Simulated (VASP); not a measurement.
# Ca (Im-3m) in VASP: a series of runs

The runs below take Ca through single point, with PBE.

Program: VASP 6.6.1. These are calculated values, not measurements. Logs are shortened: lines on timing, memory, paths and dates and some standing lists are left out, and cuts for length are marked.

### 1 Starting point

Symmetry: Im-3m, No. 229, cubic system. Conventional cell: a = 4.429 Å, b = 4.429 Å, c = 4.429 Å, α = 90.00°, β = 90.00°, γ = 90.00°. Ca (site symmetry m-3m) is surrounded by 8 Ca at 3.84 Å.

The cell was built by a generator and needn't be a form met in nature.

### 2 Single point, PBE

The input, INCAR:

```
PREC = Accurate
ENCUT = 520
EDIFF = 1E-6
ISMEAR = 0
SIGMA = 0.05
LREAL = False
LASPH = True
NELM = 80
ALGO = Fast
ISIF = 2
LWAVE = False
LCHARG = False
GGA = PE
NBANDS = 11
```

The input, KPOINTS:

```
regular mesh
0
Gamma
  14 14 14
```

The input, POSCAR:

```
Ca
1.0
   -2.2144248414      2.2144248414      2.2144248414
    2.2144248414     -2.2144248414      2.2144248414
    2.2144248414      2.2144248414     -2.2144248414
Ca
1
Direct
    0.0000000000      0.0000000000      0.0000000000
```

Potentials or basis: VASP PAW PBE potentials, release 64 (Ca_sv).

The run is started by

```
cat potpaw_PBE.64/Ca_sv/POTCAR > POTCAR
mpirun -np 1 vasp_std > vasp.out
```

OUTCAR:

```text
PREC = Accurate
   ENCUT = 520
   EDIFF = 1E-6
   ISMEAR = 0
   LREAL = False
   LASPH = True
   NELM = 80
   ISIF = 2
   GGA = PE

 ion  position               nearest neighbor table
   1  0.000  0.000  0.000-

  LATTYP: Found a body centered cubic cell.
 ALAT       =     4.4288496828

  Lattice vectors:

 A1 = (  -2.2144248414,   2.2144248414,   2.2144248414)
 A2 = (   2.2144248414,  -2.2144248414,   2.2144248414)
 A3 = (   2.2144248414,   2.2144248414,  -2.2144248414)

Analysis of symmetry for initial positions (statically):
=====================================================================
 Subroutine PRICEL returns:
 Original cell was already a primitive cell.

 Routine SETGRP: Setting up the symmetry group for a
 body centered cubic supercell.

 Subroutine GETGRP returns: Found 48 space group operations
 (whereof 48 operations were pure point group operations)
 out of a pool of 48 trial point group operations.

The static configuration has the point symmetry O_h .

Analysis of symmetry for dynamics (positions and initial velocities):
=====================================================================
 Subroutine PRICEL returns:
 Original cell was already a primitive cell.

 Routine SETGRP: Setting up the symmetry group for a
 body centered cubic supercell.

 Subroutine GETGRP returns: Found 48 space group operations
 (whereof 48 operations were pure point group operations)
 out of a pool of 48 trial point group operations.

The dynamic configuration has the point symmetry O_h .

 Subroutine INISYM returns: Found 48 space group operations
 (whereof 48 operations are pure point group operations),
 and found     1 'primitive' translations

----------------------------------------------------------------------------------------

                                     Primitive cell

  volume of cell :      43.4353

  direct lattice vectors                    reciprocal lattice vectors
    -2.214424841  2.214424841  2.214424841     0.000000000  0.225792265  0.225792265
     2.214424841 -2.214424841  2.214424841     0.225792265  0.000000000  0.225792265
     2.214424841  2.214424841 -2.214424841     0.225792265  0.225792265  0.000000000

  length of vectors
     3.835496335  3.835496335  3.835496335     0.319318483  0.319318483  0.319318483

  position of ions in fractional coordinates (direct lattice)
     0.000000000  0.000000000  0.000000000

  ion indices of the primitive-cell ions
   primitive index   ion index
                 1           1

----------------------------------------------------------------------------------------

 KPOINTS: regular mesh

Automatic generation of k-mesh.
 Grid dimensions read from file:
 generate k-points for:   14   14   14

 Generating k-lattice:

  Cartesian coordinates                     Fractional coordinates (reciprocal lattice)
     0.000000000  0.016128019  0.016128019     0.071428571  0.000000000  0.000000000
     0.016128019  0.000000000  0.016128019     0.000000000  0.071428571  0.000000000
     0.016128019  0.016128019  0.000000000     0.000000000  0.000000000  0.071428571

  Length of vectors
     0.022808463  0.022808463  0.022808463

  Shift w.r.t. Gamma in fractional coordinates (k-lattice)
     0.000000000  0.000000000  0.000000000

 Subroutine IBZKPT returns following result:
 ===========================================

 Found    104 irreducible k-points:

 Following reciprocal coordinates:
            Coordinates               Weight
  0.000000  0.000000  0.000000      1.000000
  0.071429  0.000000  0.000000     12.000000
  0.142857  0.000000  0.000000     12.000000
  0.214286  0.000000  0.000000     12.000000
  0.285714  0.000000  0.000000     12.000000
  0.357143  0.000000  0.000000     12.000000
[... 16 lines left out ...]
  0.285714  0.285714  0.000000     24.000000
  0.357143  0.285714  0.000000     24.000000
 [... further k-points ...]
   k-points           NKPTS =    104   k-points in BZ     NKDIM =    104   number of bands    NBANDS=     11
   number of dos      NEDOS =    301   number of ions     NIONS =      1
   total plane-waves  NPLWV =  27000
   dimension x,y,z NGX =    30 NGY =   30 NGZ =   30
   dimension x,y,z NGXF=    60 NGYF=   60 NGZF=   60
   ions per type =               1
   NGX,Y,Z   is equivalent  to a cutoff of  13.00, 13.00, 13.00 a.u.
   NGXF,Y,Z  is equivalent  to a cutoff of  26.01, 26.01, 26.01 a.u.
 SYSTEM =  unknown system
   PREC   = accura    normal or accurate (medium, high low for compatibility)
   ISTART =      0    job   : 0-new  1-cont  2-samecut
   ICHARG =      2    charge: 1-file 2-atom 10-const
   ISPIN  =      1    spin polarized calculation?
   LNONCOLLINEAR =      F non collinear calculations
   LSORBIT =      F    spin-orbit coupling
   LASPH  =      T    aspherical Exc in radial PAW
   ENCUT  =  520.0 eV  38.22 Ry    6.18 a.u.   7.13  7.13  7.13*2*pi/ulx,y,z
   NELM   =     80;   NELMIN=  2; NELMDL= -5     # of ELM steps
   EDIFF  = 0.1E-05   stopping-criterion for ELM
   LREAL  =      F    real-space projection
   EDIFFG = 0.1E-04   stopping-criterion for IOM
   NSW    =      0    number of steps for IOM
   IBRION =     -1    ionic relax: 0-MD 1-quasi-New 2-CG
   NFREE  =      0    steps in history (QN), initial steepest desc. (CG)
   ISIF   =      2    stress and relaxation
   ISYM   =      2    0-nonsym 1-usesym 2-fastsym
   POTIM  = 0.5000    time-step for ionic-motion
   TEBEG  =    0.0;   TEEND  =   0.0 temperature during run
   PSTRESS=    0.0 pullay stress
   NELECT =      10.0000    total number of electrons
   NUPDOWN=      -1.0000    fix difference up-down
   EMIN   =  10.00;   EMAX   =-10.00  energy-range for DOS
   EFERMI =   0.00;   METHOD = LEGACY
   ISMEAR =     0;   SIGMA  =   0.05  broadening in eV -4-tet -1-fermi 0-gaus
   EFERMI_NEDOS =   21; number of points for ismear=-14 and -15
   IALGO  =     68    algorithm
   IMIX   =      4    mixing-type and parameters
     AMIX     =   0.40;   BMIX     =  1.00
     AMIX_MAG =   1.60;   BMIX_MAG =  1.00
  volume/ion in A,a.u.               =      43.44       293.12
  Fermi-wavevector in a.u.,A,eV,Ry     =   1.003369  1.896092 13.697649  1.006749
  Thomas-Fermi vector in A             =   2.135916
   LORBIT       =      0    0 simple, 1 ext, 2 COOP (PROOUT), +10 PAW based schemes
   GGA     = PE    functional components
   LHFCALC =     F    Hartree Fock is set to
   AEXX    =    0.0000 exact exchange contribution
   IVDW    =     0    specifies the selected vdW correction
   LEPSILON=     F    determine dielectric tensor
   LRPA    =     F    only Hartree local field effects (RPA)
 non-spin polarized calculation
 RMM-DIIS sequential band-by-band and
 Gauss-broadening in eV      SIGMA  =   0.05
  energy-cutoff  :      520.00
  volume of cell :       43.44
 maximum number of plane-waves:      1189
 NGX is ok and might be reduce to    30
   NGX = 15   NGY = 15   NGZ = 15

 number of electron      10.0000002 magnetization

 Free energy of the ion-electron system (eV)
  ---------------------------------------------------
  ext. energy  EPLUGINS =         0.00000000
  ---------------------------------------------------
  free energy    TOTEN  =        -1.91181057 eV

  energy without entropy =       -1.90973366  energy(sigma->0) =       -1.91077212

 E-fermi :   1.9091     XC(G=0):  -7.6472

 val. band max:        1.8916827592   @ k =   0.5000   0.5000   0.2857
 cond. band min:       1.9123979956   @ k =  -0.4286  -0.4286   0.1429
 fundamental gap:      0.0207152364
 Fermi energy:         1.9091389716

 k-point     1 :       0.0000    0.0000    0.0000
  band No.  band energies     occupation
      1     -40.2396      2.00000
      2     -21.1580      2.00000
      3     -21.1580      2.00000
      4     -21.1580      2.00000
      5      -2.1227      2.00000
      6       4.1451      0.00000
      7       4.1451      0.00000
      8       4.1451      0.00000
      9       5.1687      0.00000
     10       5.1687      0.00000
     11      11.9509      0.00000

 k-point     2 :       0.0714    0.0000    0.0000
  band No.  band energies     occupation
      1     -40.2390      2.00000
      2     -21.1644      2.00000
      3     -21.1602      2.00000
      4     -21.1580      2.00000
      5      -2.0325      2.00000
      6       4.0893      0.00000
      7       4.1115      0.00000
      8       4.2124      0.00000
      9       5.1018      0.00000
     10       5.1702      0.00000
     11      11.8679      0.00000

 k-point     3 :       0.1429    0.0000    0.0000
  band No.  band energies     occupation
      1     -40.2372      2.00000
      2     -21.1821      2.00000
      3     -21.1661      2.00000
      4     -21.1580      2.00000
      5      -1.7660      2.00000
      6       3.9400      0.00000
      7       3.9614      0.00000
      8       4.4106      0.00000
      9       4.9900      0.00000
     10       5.1796      0.00000
     11      11.2359      0.00000

 k-point     4 :       0.2143    0.0000    0.0000
  band No.  band energies     occupation
      1     -40.2346      2.00000
      2     -21.2076      2.00000
      3     -21.1747      2.00000
      4     -21.1579      2.00000
      5      -1.3370      2.00000
      6       3.6373      0.00000
      7       3.7403      0.00000
      8       4.7273      0.00000
      9       4.9673      0.00000
     10       5.2077      0.00000
     11      10.1249      0.00000

 k-point     5 :       0.2857    0.0000    0.0000
  band No.  band energies     occupation
      1     -40.2317      2.00000
      2     -21.2356      2.00000
      3     -21.1842      2.00000
      4     -21.1578      2.00000
      5      -0.7698      2.00000
      6       3.1972      0.00000
      7       3.5367      0.00000
      8       5.0219      0.00000
      9       5.1375      0.00000
     10       5.2613      0.00000
     11       8.9364      0.00000
[... 211 lines left out ...]
 k-point    21 :       0.2857    0.2143   -0.0000
  band No.  band energies     occupation
      1     -40.2267      2.00000
      2     -21.2625      2.00000
      3     -21.2100      2.00000
      4     -21.1704      2.00000
      5       0.7266      2.00000
      6       2.4851      0.00000
      7       3.0085      0.00000
      8       5.0336      0.00000
      9       5.3666      0.00000
     10       6.1508      0.00000
     11       7.1803      0.00000

 k-point    22 :       0.3571    0.2143    0.0000
  band No.  band energies     occupation
      1     -40.2257      2.00000
      2     -21.2660      2.00000
      3     -21.2184      2.00000
      4     -21.1710      2.00000
      5       1.3720      2.00000
      6       2.0624      0.00001
      7       2.8894      0.00000
      8       5.0592      0.00000
      9       5.3994      0.00000
     10       6.4858      0.00000
     11       6.6700      0.00000

 k-point    23 :       0.2857    0.2857    0.0000
  band No.  band energies     occupation
      1     -40.2256      2.00000
      2     -21.2591      2.00000
      3     -21.2254      2.00000
      4     -21.1728      2.00000
      5       1.3681      2.00000
      6       2.2952      0.00000
      7       2.6968      0.00000
      8       5.1441      0.00000
      9       5.3279      0.00000
     10       6.5726      0.00000
     11       6.5979      0.00000

 k-point    24 :       0.3571    0.2857    0.0000
  band No.  band energies     occupation
      1     -40.2252      2.00000
      2     -21.2541      2.00000
      3     -21.2348      2.00000
      4     -21.1735      2.00000
      5       1.9143      0.88383
      6       1.9881      0.02555
      7       2.5151      0.00000
      8       5.1951      0.00000
      9       5.3449      0.00000
     10       6.3122      0.00000
     11       6.8783      0.00000

 [... further k-points ...]
[... 5 lines left out ...]
  --------------------------------------------------------------------------------------
  -------------------------------------------------------------------------------------
  Total       -0.1253724     -0.1253724     -0.1253724     -0.0000000      0.0000000      0.0000000
  in kB       -4.6245532     -4.6245532     -4.6245532     -0.0000000      0.0000000      0.0000000
  external PRESSURE =      -4.6245532 kB  Pullay stress =       0.0000000 kB

 VOLUME and BASIS-vectors are now :
 -----------------------------------------------------------------------------
  energy-cutoff  :      520.00
  volume of cell :       43.44
      direct lattice vectors                 reciprocal lattice vectors
    -2.214424841  2.214424841  2.214424841     0.000000000  0.225792265  0.225792265
     2.214424841 -2.214424841  2.214424841     0.225792265  0.000000000  0.225792265
     2.214424841  2.214424841 -2.214424841     0.225792265  0.225792265  0.000000000

 POSITION                                       TOTAL-FORCE (eV/Angst)
 -----------------------------------------------------------------------------------
      0.00000      0.00000      0.00000         0.000000     -0.000000      0.000000
 -----------------------------------------------------------------------------------
    total drift:                               -0.000000     -0.000000      0.000000

  FREE ENERGIE OF THE ION-ELECTRON SYSTEM (eV)
  ---------------------------------------------------
  free  energy   TOTEN  =        -1.9118105748 eV

  energy  without entropy=       -1.9097336611  energy(sigma->0) =       -1.91077212
```

It took 44 s on 1 thread of Intel Xeon Platinum 8375C at 2.90GHz (Ice Lake), shared host; peak memory 0.19 GiB.

Results:

```
Free energy            : -1.9118 eV
Pressure               : -0.5 GPa
Band gap on the k mesh : none (metal or under the smearing width)
```

Levels at points of the mesh, in eV from the Fermi level:
```tsv
k point	band 2	band 3	band 4	band 5	band 6	band 7	band 8	band 9
(0.00, 0.00, 0.00)	-23.07	-23.07	-23.07	-4.03	2.24	2.24	2.24	3.26
(0.50, 0.00, 0.00)	-23.19	-23.11	-23.07	-0.90	-0.07	1.31	3.16	3.52
(0.50, 0.50, 0.50)	-23.16	-23.16	-23.16	0.06	0.06	3.79	3.79	3.79
```

### 3 Single point, PBE

This run uses another cell than the first one, of 42.18 Å³/atom, 0.971 times its volume.

The input, INCAR:

```
PREC = Accurate
ENCUT = 520
EDIFF = 1E-6
ISMEAR = 0
SIGMA = 0.05
LREAL = F
LASPH = T
NELM = 60
ALGO = Normal
ISIF = 2
LWAVE = F
LCHARG = T
GGA = PE
LELF = T
LVHAR = T
NBANDS = 11
```

The input, KPOINTS:

```
Automatic mesh
0
Gamma
  14 14 14
```

The input, POSCAR:

```
Ca
1.0
   -2.1929382176      2.1929382176      2.1929382176
    2.1929382176     -2.1929382176      2.1929382176
    2.1929382176      2.1929382176     -2.1929382176
Ca
1
Direct
    0.0000000000      0.0000000000      0.0000000000
```

Potentials or basis: VASP PAW PBE potentials, release 64 (Ca_sv).

The run is started by

```
cat potpaw_PBE.64/Ca_sv/POTCAR > POTCAR
mpirun -np 1 vasp_std > vasp.out
```

Wall time 27 s (1 thread of Intel Xeon Platinum 8375C at 2.90GHz (Ice Lake), shared host); peak memory 0.18 GiB.

Results (log left out):

```
Free energy            : -1.9135 eV
Pressure               : 0.0 GPa
Band gap on the k mesh : none (metal or under the smearing width)
```

Levels at points of the mesh, in eV from the Fermi level:
| k point | band 2 | band 3 | band 4 | band 5 | band 6 | band 7 | band 8 | band 9 |
| --- | --- | --- | --- | --- | --- | --- | --- | --- |
| (0.00, 0.00, 0.00) | -22.99 | -22.99 | -22.99 | -4.09 | 2.28 | 2.28 | 2.28 | 3.33 |
| (0.50, 0.00, 0.00) | -23.13 | -23.04 | -22.99 | -0.92 | -0.04 | 1.32 | 3.24 | 3.61 |
| (0.50, 0.50, 0.50) | -23.09 | -23.09 | -23.09 | 0.03 | 0.03 | 3.91 | 3.91 | 3.91 |
